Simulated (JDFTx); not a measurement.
# MnS (Fm-3m) in JDFTx: further runs, part 2 of 2

JDFTx 1.7.0 (patched build). Earlier steps stand in the parts before.

**11. Equation of state, PBEsol, collinear spin, ferromagnetic start, 17.31 Å³/atom (volume scaled by 0.98)**

The input, MnS.in:

```
lattice \
    0.0000000000     2.5870196075     2.5870196075 \
    2.5870196075     0.0000000000     2.5870196075 \
    2.5870196075     2.5870196075     0.0000000000
latt-scale 1.889726124626 1.889726124626 1.889726124626
coords-type Lattice
ion Mn     0.0000000000     0.0000000000     0.0000000000 1
ion S      0.5000000000     0.5000000000     0.5000000000 1

ion-species pseudo/Mn.upf
ion-species pseudo/S.upf
elec-cutoff 48 384
elec-ex-corr gga-PBEsol
kpoint-folding 7 7 7
elec-smearing Fermi 0.0018374661
elec-n-bands 19
spintype z-spin
initial-magnetic-moments Mn 4
elec-initial-magnetization 4 no
electronic-SCF nIterations 100 energyDiffThreshold 1e-09
electronic-minimize nIterations 30 energyDiffThreshold 1e-7
forces-output-coords Cartesian

dump-name run.$VAR
dump End Ecomponents EigStats BandEigs Kpoints Forces Stress ElecDensity Dtot
```

The run is started by

```bash
jdftx -c 1 -i MnS.in -o MnS.out
```

Wall time 96 s (1 thread of Intel Xeon 6975P-C (Granite Rapids), shared host); peak memory 0.24 GiB.

It converged, with:

```yaml
Free_energy: -3105.8923 eV
Pressure: -6.1 GPa
Band_gap_on_the_k_mesh: none (metal or under the smearing width)
Net_moment: 4.66 μB per cell
Absolute_moment: 4.66 μB per cell
Site_moments: Mn +4.42; S +0.20 μB
Loewdin_charges: Mn +0.99; S -0.83 e
```

Caveat: a cell with one magnetic atom can't hold antiferromagnetic order, which such compounds often take; semilocal functionals often make such compounds metallic where correlation or magnetic order opens a gap, which also shifts bond lengths.

**12. Equation of state, PBEsol, collinear spin, ferromagnetic start, 17.67 Å³/atom**

Changes to MnS.in since step 11:

```diff
@@ -1,5 +1,5 @@
 lattice \
-    0.0000000000     2.5870196075     2.5870196075 \
-    2.5870196075     0.0000000000     2.5870196075 \
-    2.5870196075     2.5870196075     0.0000000000
+    0.0000000000     2.6045000000     2.6045000000 \
+    2.6045000000     0.0000000000     2.6045000000 \
+    2.6045000000     2.6045000000     0.0000000000
 latt-scale 1.889726124626 1.889726124626 1.889726124626
```

Potentials or basis: PseudoDojo-SR-PBEsol-0.4.1-standard with smoothed tails.

The run is started by

```bash
jdftx -c 1 -i MnS.in -o MnS.out
```

It took 1.8 min on 1 thread of Intel Xeon 6975P-C (Granite Rapids), shared host; peak memory 0.25 GiB.

The run converged. Its results:

```
Free energy            : -3105.8635 eV
Pressure               : -7.0 GPa
Band gap on the k mesh : none (metal or under the smearing width)
Net moment             : 4.70 μB per cell
Absolute moment        : 4.70 μB per cell
Site moments           : Mn +4.46; S +0.20 μB
Loewdin charges        : Mn +1.00; S -0.84 e
```

Caveat: a cell with one magnetic atom can't hold antiferromagnetic order, which such compounds often take; semilocal functionals often make such compounds metallic where correlation or magnetic order opens a gap, which also shifts bond lengths.

**13. Equation of state, PBEsol, collinear spin, ferromagnetic start, 18.02 Å³/atom (volume scaled by 1.02)**

Changes to MnS.in since step 12:

```diff
@@ -1,5 +1,5 @@
 lattice \
-    0.0000000000     2.6045000000     2.6045000000 \
-    2.6045000000     0.0000000000     2.6045000000 \
-    2.6045000000     2.6045000000     0.0000000000
+    0.0000000000     2.6217488470     2.6217488470 \
+    2.6217488470     0.0000000000     2.6217488470 \
+    2.6217488470     2.6217488470     0.0000000000
 latt-scale 1.889726124626 1.889726124626 1.889726124626
```

The run is started by

```bash
jdftx -c 1 -i MnS.in -o MnS.out
```

Wall time 1.7 min (1 thread of Intel Xeon 6975P-C (Granite Rapids), shared host); peak memory 0.25 GiB.

It converged, with:

```
Free energy            : -3105.8304 eV
Pressure               : -8.0 GPa
Band gap on the k mesh : none (metal or under the smearing width)
Net moment             : 4.73 μB per cell
Absolute moment        : 4.73 μB per cell
Site moments           : Mn +4.49; S +0.20 μB
Loewdin charges        : Mn +1.01; S -0.85 e
```

Caveat: a cell with one magnetic atom can't hold antiferromagnetic order, which such compounds often take; semilocal functionals often make such compounds metallic where correlation or magnetic order opens a gap, which also shifts bond lengths.

**14. Equation of state, PBEsol, collinear spin, ferromagnetic start, 18.37 Å³/atom (volume scaled by 1.04)**

Changes to MnS.in since step 13:

```diff
@@ -1,5 +1,5 @@
 lattice \
-    0.0000000000     2.6217488470     2.6217488470 \
-    2.6217488470     0.0000000000     2.6217488470 \
-    2.6217488470     2.6217488470     0.0000000000
+    0.0000000000     2.6387736672     2.6387736672 \
+    2.6387736672     0.0000000000     2.6387736672 \
+    2.6387736672     2.6387736672     0.0000000000
 latt-scale 1.889726124626 1.889726124626 1.889726124626
```

The run is started by

```bash
jdftx -c 1 -i MnS.in -o MnS.out
```

Run time: 1.9 min. Hardware: 1 thread of Intel Xeon 6975P-C (Granite Rapids), shared host; peak memory 0.25 GiB.

The run converged. Its results:

```
Free energy            : -3105.7932 eV
Pressure               : -8.8 GPa
Band gap on the k mesh : none (metal or under the smearing width)
Net moment             : 4.76 μB per cell
Absolute moment        : 4.76 μB per cell
Site moments           : Mn +4.52; S +0.20 μB
Loewdin charges        : Mn +1.02; S -0.87 e
```

Caveat: a cell with one magnetic atom can't hold antiferromagnetic order, which such compounds often take; semilocal functionals often make such compounds metallic where correlation or magnetic order opens a gap, which also shifts bond lengths.

**15. Equation of state, PBEsol, collinear spin, ferromagnetic start, 18.73 Å³/atom (volume scaled by 1.06)**

Changes to MnS.in since step 14:

```diff
@@ -1,5 +1,5 @@
 lattice \
-    0.0000000000     2.6387736672     2.6387736672 \
-    2.6387736672     0.0000000000     2.6387736672 \
-    2.6387736672     2.6387736672     0.0000000000
+    0.0000000000     2.6555815960     2.6555815960 \
+    2.6555815960     0.0000000000     2.6555815960 \
+    2.6555815960     2.6555815960     0.0000000000
 latt-scale 1.889726124626 1.889726124626 1.889726124626
```

Potentials or basis: PseudoDojo-SR-PBEsol-0.4.1-standard with smoothed tails.

The run is started by

```bash
jdftx -c 1 -i MnS.in -o MnS.out
```

Wall time 1.7 min (1 thread of Intel Xeon 6975P-C (Granite Rapids), shared host); peak memory 0.25 GiB.

The run converged. Its results:

```
Free energy            : -3105.7528 eV
Pressure               : -9.5 GPa
Band gap on the k mesh : none (metal or under the smearing width)
Net moment             : 4.79 μB per cell
Absolute moment        : 4.79 μB per cell
Site moments           : Mn +4.55; S +0.20 μB
Loewdin charges        : Mn +1.03; S -0.88 e
```

Caveat: a cell with one magnetic atom can't hold antiferromagnetic order, which such compounds often take; semilocal functionals often make such compounds metallic where correlation or magnetic order opens a gap, which also shifts bond lengths.

**16. Equation of state, PBEsol, collinear spin, ferromagnetic start**

No new run: the results of the series are fitted here.

Results:

```yaml
Equilibrium_volume: "15.66 Å³/atom (rough: see the caveat)"
Bulk_modulus: 70 GPa (rough)
```

Energy against volume, from the lowest point:
```
volume (Å³/atom)  energy (meV/atom)
          16.607               0.00
          16.961               9.62
          17.314              21.80
          17.667              36.18
          18.021              52.75
          18.374              71.35
          18.727              91.55
```

Caveat: the minimum lies outside the volumes run.

**17. Band structure, LDA, collinear spin, ferromagnetic start**

The input, bands.in:

```
include MnS.lattice
coords-type Lattice
include MnS.ionpos

ion-species pseudo/Mn.upf
ion-species pseudo/S.upf
elec-cutoff 48 384
elec-ex-corr lda-PW
elec-smearing Fermi 0.0018374661
elec-n-bands 19
spintype z-spin
initial-magnetic-moments Mn 4
elec-initial-magnetization 4.60429 yes
electronic-minimize nIterations 30 energyDiffThreshold 1e-06
davidson-band-ratio 1.3
forces-output-coords Cartesian
include path.kpoints
symmetries none
fix-electron-density run.$VAR

dump-name bands.$VAR
dump End Ecomponents EigStats BandEigs Kpoints Forces
```

The input, MnS.lattice:

```
lattice \
    0.0000000000     4.9217916916     4.9217916916 \
    4.9217916916     0.0000000000     4.9217916916 \
    4.9217916916     4.9217916916     0.0000000000
```

The input, MnS.ionpos:

```
ion Mn     0.0000000000     0.0000000000     0.0000000000 1
ion S      0.5000000000     0.5000000000     0.5000000000 1
```

The input, path.kpoints:

```
kpoint +0.0000000000 +0.0000000000 +0.0000000000 0.020000000000
kpoint +0.0714285714 +0.0000000000 +0.0714285714 0.020000000000
kpoint +0.1428571429 +0.0000000000 +0.1428571429 0.020000000000
kpoint +0.2142857143 +0.0000000000 +0.2142857143 0.020000000000
kpoint +0.2857142857 +0.0000000000 +0.2857142857 0.020000000000
kpoint +0.3571428571 +0.0000000000 +0.3571428571 0.020000000000
kpoint +0.4285714286 +0.0000000000 +0.4285714286 0.020000000000
kpoint +0.5000000000 +0.0000000000 +0.5000000000 0.020000000000
kpoint +0.5000000000 +0.0833333333 +0.5833333333 0.020000000000
kpoint +0.5000000000 +0.1666666667 +0.6666666667 0.020000000000
kpoint +0.5000000000 +0.2500000000 +0.7500000000 0.020000000000
kpoint +0.4375000000 +0.3125000000 +0.7500000000 0.020000000000
kpoint +0.3750000000 +0.3750000000 +0.7500000000 0.020000000000
kpoint +0.3281250000 +0.3281250000 +0.6562500000 0.020000000000
kpoint +0.2812500000 +0.2812500000 +0.5625000000 0.020000000000
kpoint +0.2343750000 +0.2343750000 +0.4687500000 0.020000000000
kpoint +0.1875000000 +0.1875000000 +0.3750000000 0.020000000000
kpoint +0.1406250000 +0.1406250000 +0.2812500000 0.020000000000
kpoint +0.0937500000 +0.0937500000 +0.1875000000 0.020000000000
kpoint +0.0468750000 +0.0468750000 +0.0937500000 0.020000000000
kpoint +0.0000000000 +0.0000000000 +0.0000000000 0.020000000000
kpoint +0.0833333333 +0.0833333333 +0.0833333333 0.020000000000
kpoint +0.1666666667 +0.1666666667 +0.1666666667 0.020000000000
kpoint +0.2500000000 +0.2500000000 +0.2500000000 0.020000000000
kpoint +0.3333333333 +0.3333333333 +0.3333333333 0.020000000000
kpoint +0.4166666667 +0.4166666667 +0.4166666667 0.020000000000
kpoint +0.5000000000 +0.5000000000 +0.5000000000 0.020000000000
kpoint +0.5250000000 +0.4500000000 +0.5250000000 0.020000000000
kpoint +0.5500000000 +0.4000000000 +0.5500000000 0.020000000000
kpoint +0.5750000000 +0.3500000000 +0.5750000000 0.020000000000
kpoint +0.6000000000 +0.3000000000 +0.6000000000 0.020000000000
kpoint +0.6250000000 +0.2500000000 +0.6250000000 0.020000000000
kpoint +0.5625000000 +0.2500000000 +0.6875000000 0.020000000000
kpoint +0.5000000000 +0.2500000000 +0.7500000000 0.020000000000
kpoint +0.5000000000 +0.2916666667 +0.7083333333 0.020000000000
kpoint +0.5000000000 +0.3333333333 +0.6666666667 0.020000000000
kpoint +0.5000000000 +0.3750000000 +0.6250000000 0.020000000000
kpoint +0.5000000000 +0.4166666667 +0.5833333333 0.020000000000
kpoint +0.5000000000 +0.4583333333 +0.5416666667 0.020000000000
kpoint +0.5000000000 +0.5000000000 +0.5000000000 0.020000000000
kpoint +0.4791666667 +0.4791666667 +0.5416666667 0.020000000000
kpoint +0.4583333333 +0.4583333333 +0.5833333333 0.020000000000
kpoint +0.4375000000 +0.4375000000 +0.6250000000 0.020000000000
kpoint +0.4166666667 +0.4166666667 +0.6666666667 0.020000000000
kpoint +0.3958333333 +0.3958333333 +0.7083333333 0.020000000000
kpoint +0.3750000000 +0.3750000000 +0.7500000000 0.020000000000
kpoint +0.6250000000 +0.2500000000 +0.6250000000 0.020000000000
kpoint +0.5833333333 +0.1666666667 +0.5833333333 0.020000000000
kpoint +0.5416666667 +0.0833333333 +0.5416666667 0.020000000000
kpoint +0.5000000000 +0.0000000000 +0.5000000000 0.020000000000
```

Potentials or basis: PseudoDojo-SR-LDA-0.4.1-standard with smoothed tails.

The run is started by

```bash
jdftx -c 1 -i bands.in -o bands.out
```

The log of the run:

```text
*************** JDFTx 1.7.0 (patched build) ***************

Input parsed successfully to the following command list (including defaults):
[... the input with its defaults ...]

---------- Initializing the Grid ----------
R =
[            0      4.92179      4.92179  ]
[      4.92179            0      4.92179  ]
[      4.92179      4.92179            0  ]
unit cell volume = 238.451
G =
[  -0.638303   0.638303   0.638303  ]
[   0.638303  -0.638303   0.638303  ]
[   0.638303   0.638303  -0.638303  ]
Minimum fftbox size, Smin = [  64  64  64  ]
Chosen fftbox size, S = [  64  64  64  ]

---------- Initializing tighter grid for wavefunction operations ----------
R =
[            0      4.92179      4.92179  ]
[      4.92179            0      4.92179  ]
[      4.92179      4.92179            0  ]
unit cell volume = 238.451
G =
[  -0.638303   0.638303   0.638303  ]
[   0.638303  -0.638303   0.638303  ]
[   0.638303   0.638303  -0.638303  ]
Minimum fftbox size, Smin = [  44  44  44  ]
Chosen fftbox size, S = [  48  48  48  ]

---------- Exchange Correlation functional ----------
Initalized Slater LDA exchange.
Initalized Perdew-Wang LDA correlation.

---------- Setting up pseudopotentials ----------
Width of ionic core gaussian charges (only for fluid interactions / plotting) set to 0

Reading pseudopotential file 'pseudo/Mn.upf':
  'Mn' pseudopotential, 'SLA  PW   NOGX NOGC' functional
  Generated using ONCVPSP code by D. R. Hamann
  15 valence electrons, 4 orbitals, 6 projectors, 1001 radial grid points, with lMax = 2
    3S    l: 0   occupation:  2.0   eigenvalue: -3.138661
    3P    l: 1   occupation:  6.0   eigenvalue: -2.002460
    3D    l: 2   occupation:  5.0   eigenvalue: -0.257579
    4S    l: 0   occupation:  2.0   eigenvalue: -0.194140
  Core radius for overlap checks: 1.55 bohrs.

Reading pseudopotential file 'pseudo/S.upf':
  'S' pseudopotential, 'SLA  PW   NOGX NOGC' functional
  Generated using ONCVPSP code by D. R. Hamann
  6 valence electrons, 2 orbitals, 6 projectors, 1001 radial grid points, with lMax = 2
    3S    l: 0   occupation:  2.0   eigenvalue: -0.635064
    3P    l: 1   occupation:  4.0   eigenvalue: -0.261175
  Core radius for overlap checks: 1.67 bohrs.

Initialized 2 species with 2 total atoms.

Folded 50 k-points by 1x1x1 to 50 k-points.

---------- Setting up k-points, bands, fillings ----------
No reducable k-points.
Computing the number of bands and number of electrons
Calculating initial fillings.
nElectrons:  21.000000   nBands: 19   nStates: 100

----- Setting up reduced wavefunction bases (one per k-point) -----
average nbasis = 3788.960 , ideal nbasis = 3787.525

---------- Setting up ewald sum ----------
Optimum gaussian width for ewald sums = 2.235393 bohr.
Real space sum over 1331 unit cells with max indices [  5  5  5  ]
Reciprocal space sum over 2197 terms with max indices [  6  6  6  ]

---------- Allocating electronic variables ----------
Reading n_up from file 'run.n_up' ... done
Reading n_dn from file 'run.n_dn' ... done
Initializing wave functions:  linear combination of atomic orbitals
Note: number of bands (19) exceeds available atomic orbitals (14)

----------- Band structure minimization -------------
Minimization will be done independently for each quantum number.

---- Minimization of quantum number:     0  [ +0.0000000 +0.0000000 +0.0000000 ]  0.020000000  spin +1 ----
BandDavidson: Iter:   0  Eband: -0.003002983140788
BandDavidson: Iter:   1  Eband: -0.017759517314984  dEband: -1.475653e-02
BandDavidson: Iter:   2  Eband: -0.019966084536896  dEband: -2.206567e-03
BandDavidson: Iter:   3  Eband: -0.020446279055226  dEband: -4.801945e-04
[... 1375 lines of inner loops ...]
BandDavidson: Iter:   9  Eband: +0.010253508075912  dEband: -1.735666e-06
BandDavidson: Iter:  10  Eband: +0.010252957410703  dEband: -5.506652e-07
BandDavidson: Converged (dEband<1.000000e-06)
	FillingsUpdate:  mu: +0.370917482  nElectrons: 21.000000  magneticMoment: [ Abs: 4.60432  Tot: +4.60429 ]
WARNING: these k-points are no uniform mesh, so that mu and the fillings of partly filled bands are only those of these points: take mu from the calculation that made the density or potential.

Dumping 'bands.eigStats' ...
	eMin: -2.604786 at state 20 ( [ +0.000000 +0.000000 +0.000000 ] spin 1 )
	HOMO: +0.376316 at state 16 ( [ +0.187500 +0.187500 +0.375000 ] spin 1 )
	mu  : +0.370917
	LUMO: +0.369858 at state 51 ( [ +0.071429 +0.000000 +0.071429 ] spin -1 )
	eMax: +0.897677 at state 56 ( [ +0.428571 +0.000000 +0.428571 ] spin -1 )
	HOMO-LUMO gap: -0.006458
	Optical gap  : +0.006556 at state 40 ( [ +0.479167 +0.479167 -0.458333 ] spin 1 )
Done!
[note: mu, HOMO and LUMO in a band run belong to the points of the path alone and aren't those of the crystal]
```

Wall time 47 s (1 thread of AMD EPYC 9R45 (Zen 5), shared host); peak memory 0.19 GiB.

What came out:

| Quantity | Value |
| --- | --- |
| Band gap along the path | none (metal or under the smearing width) |

Levels at the corners of the path, in eV from the Fermi level:
Spin up:
```csv
point,band 11,band 12,band 13,band 14
Γ,-1.83,-1.83,-1.83,1.69
X,-2.54,-2.54,-2.09,0.87
W,-2.51,-2.28,-1.93,4.14
K,-2.37,-2.08,-1.30,2.53
Γ,-1.83,-1.83,-1.83,1.69
L,-2.31,0.51,0.51,2.78
U,-2.37,-2.08,-1.30,2.53
W,-2.51,-2.28,-1.93,4.14
L,-2.31,0.51,0.51,2.78
K,-2.37,-2.08,-1.30,2.53
U,-2.37,-2.08,-1.30,2.53
X,-2.54,-2.54,-2.09,0.87
```
Spin down:
| point | band 6 | band 7 | band 8 | band 9 | band 10 | band 11 |
| --- | --- | --- | --- | --- | --- | --- |
| Γ | -1.54 | -1.54 | -1.54 | 0.15 | 0.15 | 0.15 |
| X | -5.47 | -3.07 | -3.07 | -0.93 | 0.69 | 1.34 |
| W | -4.66 | -4.66 | -4.11 | 0.85 | 0.85 | 1.08 |
| K | -5.07 | -4.72 | -3.26 | 0.13 | 1.21 | 1.36 |
| Γ | -1.54 | -1.54 | -1.54 | 0.15 | 0.15 | 0.15 |
| L | -6.35 | -3.30 | -3.30 | 1.10 | 1.10 | 1.29 |
| U | -5.07 | -4.72 | -3.26 | 0.13 | 1.21 | 1.36 |
| W | -4.66 | -4.66 | -4.11 | 0.85 | 0.85 | 1.08 |
| L | -6.35 | -3.30 | -3.30 | 1.10 | 1.10 | 1.29 |
| K | -5.07 | -4.72 | -3.26 | 0.13 | 1.21 | 1.36 |
| U | -5.07 | -4.72 | -3.26 | 0.13 | 1.21 | 1.36 |
| X | -5.47 | -3.07 | -3.07 | -0.93 | 0.69 | 1.34 |

Caveat: semilocal functionals often make such compounds metallic where correlation or magnetic order opens a gap, which also shifts bond lengths.

**18. The reference run**

An earlier run on the cell as given: functional PBEsol; potentials or basis PseudoDojo-SR-PBEsol-0.4.1-standard with smoothed tails; cutoff 1306 eV; density cutoff 10449 eV; k mesh 9 × 9 × 9; occupations fermi-dirac, width 0.05 eV; collinear spin, ferromagnetic start; starting moments [4.0, 0.0] μB.

- Pressure: -6.7 GPa
- Band gap on the k mesh: none (metal or under the smearing width)
- Net moment: 4.72 μB per cell
- Absolute moment: 4.72 μB per cell
- Site moments: Mn +4.47; S +0.21 μB
- Loewdin charges: Mn +1.00; S -0.85 e
